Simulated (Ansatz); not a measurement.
AlRu (Pm-3m), two-dimensional strain map

These are results of Ansatz, DFT r2SCAN, scalar-relativistic, plane waves, PAW, not measurements. Settings: plane waves to 500 eV, k-mesh 16×16×16 (Γ-centred), Gaussian smearing 0.15 eV. No spin polarisation. Energies are free energies at this smearing, counted from the undisturbed cell; pressure is positive in compression.

Zero of the scan (as given, not relaxed at this level; it stands at -2.0 GPa, and it needn't be the usual structure):

```yaml
crystal:
  lattice:
    - [2.99160, 0.00000, 0.00000]
    - [0.00000, 2.99160, 0.00000]
    - [0.00000, 0.00000, 2.99160]
  atoms:
    - { symbol: Al, position: [0.00000, 0.00000, 0.00000] }
    - { symbol: Ru, position: [0.50000, 0.50000, 0.50000] }
```

The cell is strained by p along both x and y and by q along z, fractional coordinates fixed. Points are written (p, q).

Energy above the undisturbed cell in meV/atom (a dash: not computed):

```
 p \ q  -0.030  0.000  0.030
-0.030    65.3   30.1   22.7
 0.000     8.6    0.0      ?
 0.030       ?   43.5      –
```

(1) Fill in the withheld energies.

## Answers

(1) (0.000, 0.030): 16.6; (0.030, -0.030): 30.0.